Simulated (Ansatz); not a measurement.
## Relaxing an invented Pb structure

Method: DFT PBE, scalar-relativistic, plane waves, PAW (Ansatz 0.2.0). Cutoff 420 eV, Gaussian smearing, Γ-centred meshes. Cell and atoms relax first on a coarse mesh and then on a finer one. In between, the cell is made exact in the group found at 0.06 Å. In metals the finer mesh still leaves noise of several meV/atom or more. The steps can't lower the symmetry of their start. No spin polarisation.

The guess for Pb was made by a generator: random cell by space group and Wyckoff sites (Pmmm, No. 47). Lengths were set from tabulated atomic sizes, so they are only a guess.

```xyz
1
Lattice="2.7684 0.0000 0.0000 0.0000 2.9146 0.0000 0.0000 0.0000 3.8241" Properties=species:S:1:pos:R:3 pbc="T T T"
Pb    0.0000    0.0000    1.9120
```

Energies count from the standard state of Pb at the same level.

**Question.** Which structure results?

**Answer.** The symmetry goes from Pmmm (No. 47) to Pm-3m (No. 221). The end has the simple cubic type. The volume per atom grows by 11.5 %, from 30.9 to 34.4 Å³. The shortest distance goes from 2.77 Å (Pb–Pb) to 3.25 Å (Pb–Pb). The energy falls by about 0.70 eV/atom (the start's value is from the coarse mesh). The end is written in a standard setting, so origin, axes and order of atoms can differ from the start's. Conventional cell: a = 3.253 Å. Pb has 6 Pb at 3.25 Å.

Space group Pm-3m (No. 221). a = 3.253 Å, b = 3.253 Å, c = 3.253 Å, α = 90.00°, β = 90.00°, γ = 90.00°
| atom | site | symmetry | x | y | z |
| --- | --- | --- | --- | --- | --- |
| Pb | 1a | m-3m | 0.0000 | 0.0000 | 0.0000 |

**Question.** Give its energy and gap.

**Answer.**

- Energy over the standard state: +0.19 eV/atom
- Gap on the 18×18×18 mesh of the 1-atom cell: 0 eV (a metal)

It lies above the standard state, so it could only be metastable.

The last run used Gaussian smearing of 0.10 eV. Spin–orbit coupling, which can matter for Pb, is left out. A structure relaxed within its symmetry needn't be a true minimum.
